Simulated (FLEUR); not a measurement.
Runs of FLEUR MaX-R8.1 (later development tree) on MoS2. Symmetry: P-3m1, No. 164, trigonal system. The conventional cell has a = 3.227 Å, b = 3.227 Å, c = 6.312 Å, α = 90.00°, β = 90.00°, γ = 120.00°. Mo (site symmetry -3m) has 6 S at 2.42 Å as nearest neighbours. S (site symmetry 3m) is surrounded by 3 Mo at 2.42 Å. Measurements of this composition are mostly on another form, of space group No. 194.

| task | level | spin | k mesh | gmax | muffin-tin radii | lnonsphr | max iterations | mixing factor | kmax | gap on the mesh (eV) | V0 of scaled cells (Å³/atom) | B0 (GPa) |
| --- | --- | --- | --- | --- | --- | --- | --- | --- | --- | --- | --- | --- |
| equation of state | LDA | off | 9 × 9 × 4 | 17.3 1/bohr | Mo 2.35, S 1.76 bohr | Mo 10, S 8 | - | - | 5.57 1/bohr | - | 18.16 | 150 |
| single point | r2SCAN | off | 9 × 9 × 4 | 16.9 1/bohr | Mo 2.4, S 1.8 bohr | Mo 10, S 8 | 80 | 0.05 | 5.44 1/bohr | none | - | - |
| equation of state | LDA | off | 9 × 9 × 4 | 17.3 1/bohr | Mo 2.35, S 1.76 bohr | - | - | - | 5.57 1/bohr | - | 18.16 | 150 |
| equation of state | SCAN | off | 9 × 9 × 4 | 17.3 1/bohr | Mo 2.35, S 1.76 bohr | - | - | - | 5.57 1/bohr | - | 18.87 | (a) |
| single point | PBEsol | off | 9 × 9 × 4 | 16.9 1/bohr | Mo 2.4, S 1.8 bohr | Mo 10, S 8 | 60 | 0.05 | 5.44 1/bohr | none | - | - |
| single point | TPSS | off | 9 × 9 × 4 | 16.9 1/bohr | Mo 2.4, S 1.8 bohr | Mo 10, S 8 | 80 | 0.05 | 5.44 1/bohr | none | - | - |

Alike in all rows: potentials or basis all-electron, FLAPW; cell as given; smearing fermi-dirac 0.05 eV.

Task: Fill in the values left out.

Result: (a) 139.

Caveats: the cell was scaled at fixed shape and fractional positions, which overstates the stiffness of a crystal with free parameters, most of all of layers and chains (some runs); the meta-GGA is that of a development version, with a GGA for the radial functions and cores and without core tails (some runs); this functional lacks dispersion, which binds the layers, so the pressure and a relaxed spacing across them are unreliable (some runs).

A k mesh can miss the band edges, and the runs leave out spin-orbit coupling on Mo.

A gap of «none» marks a metal or a gap under the smearing width.

Not every run made on this cell is shown here.
